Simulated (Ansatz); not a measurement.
**Strain and the gap of KBr (rocksalt)**

KBr built on the rocksalt prototype, relaxed with r2SCAN in the plane-wave code Ansatz. The symmetry is Fm-3m (No. 225, cubic); conventional cell a = 6.604 Å, 36.01 Å³ an atom. K has 6 Br at 3.30 Å; Br has 6 K at 3.30 Å.

The axes x, y and z are those of this cell:
```
CELL_PARAMETERS angstrom
0.00000 3.30225 3.30225
3.30225 0.00000 3.30225
3.30225 3.30225 0.00000
ATOMIC_POSITIONS crystal
K 0.00000 0.00000 0.00000
Br 0.50000 0.50000 0.50000
```

Unstrained: With PBE the gap is 4.430 eV and direct, at Γ. With r2SCAN the gap is 5.071 eV and direct, at Γ. With HSE06 the gap is 5.596 eV and direct, at Γ. Meshes: PBE 6×6×6, r2SCAN 6×6×6, HSE06 4×4×4. Strains are changes of length per length, and xy shears are angles. After each strain the atoms were relaxed again with r2SCAN within the symmetry that the strain leaves, so tilts or polar shifts that break it weren't tested; points keep the names that they have in the unstrained zone. (Simulation; spin polarisation is off.)

Changes of the least gap in eV (an overlap counts as a negative gap):
```tsv
strain	volume change (%)	space group	PBE	r2SCAN	HSE06	energy rise, r2SCAN (meV/atom)
epitaxial +5.8 % in the xy plane, free normal strain -1.27 %	+10.5	I4/mmm	-0.261	-0.281	-0.280	24.2
xy shear, engineering strain (angle) +5.85 %	-0.1	Immm	-0.078	-0.080	-0.081	2.1
uniaxial -2.46 % along x	-2.5	I4/mmm	+0.056	+0.058	+0.064	3.2
```

Epitaxial +5.8 % in the xy plane, free normal strain -1.27 %. HSE06: the gap goes from 5.596 to 5.316 eV (-0.280 eV); with r2SCAN the top three valence levels at Γ, degenerate before, become 1+2 from the top over 14 meV. Stress change with r2SCAN, compression positive: xx -1.61, yy -1.61, zz -0.01 GPa.

Xy shear, engineering strain (angle) +5.85 %. HSE06: the gap goes from 5.596 to 5.515 eV (-0.081 eV); with r2SCAN the top three valence levels at Γ, degenerate before, become 1+1+1 from the top over 132 meV. Stress change with r2SCAN, compression positive: xx 0.00, yy 0.00, zz -0.02, xy -0.31 GPa.

Uniaxial -2.46 % along x, other directions held. HSE06: the gap goes from 5.596 to 5.660 eV (+0.064 eV); with r2SCAN the top three valence levels at Γ, degenerate before, become 1+2 from the top over 18 meV. Stress change with r2SCAN, compression positive: xx +1.14, yy +0.12, zz +0.12 GPa.

Spin-orbit coupling is left out.

The meshes of the hybrids are coarse, so their gaps aren't converged to the digits shown.

The splittings at Γ are without spin-orbit coupling, which regroups them where it is of like size or larger.
